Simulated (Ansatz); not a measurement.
# In in Ansatz: the effect of functional

The system is In, a slab with vacuum.

```
In
1.0
     3.36384    0.00000    0.00000
    -1.68192    2.91317    0.00000
     0.00000    0.00000   31.19956
In
7
Direct
  0.33333 0.66667 0.24039
  0.00000 0.00000 0.32693
  0.66667 0.33333 0.41346
  0.00000 0.00000 0.50000
  0.33333 0.66667 0.58654
  0.00000 0.00000 0.67307
  0.66667 0.33333 0.75961
```

The slab is cut from a database's or a generator's crystal, which needn't be the stable form of the element.

The cell isn't the ideal one: the (0 0 1) slab of In, cut from the database cell, not relaxed.

Alike in all runs:

- Program: Ansatz 0.2.0
- Task: band structure
- Potentials or basis: Ansatz PAW
- k mesh: 9 × 9 × 1
- Occupations: fermi-dirac, width 0.05 eV
- Spin: no spin polarisation

Q: One run gave: largest force 0.21 eV/Å; work function 3.61 eV. Which functional did it use?
A. PBEsol
B. PBE
C. BLYP
D. revPBE
E. r2SCAN

A: D.

| functional | cutoff | largest force (eV/Å) | work function (eV) |
| --- | --- | --- | --- |
| LDA | 420 eV (not typed: the program's choice for these potentials) | 0.14 | 4.04 |
| PBE | 420 eV (not typed: the program's choice for these potentials) | 0.14 | 3.73 |
| PBEsol | 420 eV (not typed: the program's choice for these potentials) | 0.14 | 3.83 |
| RPBE | 420 eV (not typed: the program's choice for these potentials) | 0.23 | 3.59 |
| revPBE | 420 eV (not typed: the program's choice for these potentials) | 0.21 | 3.61 |
| BLYP | 420 eV (not typed: the program's choice for these potentials) | 0.39 | 3.46 |
| r2SCAN | 500 eV (not typed: the program's choice for these potentials) | 0.16 | 3.81 |

Caveats: the PAW data sets come from PBE, with cores solved anew for the run's functional, which leaves a small shift of forces and pressure (some runs).
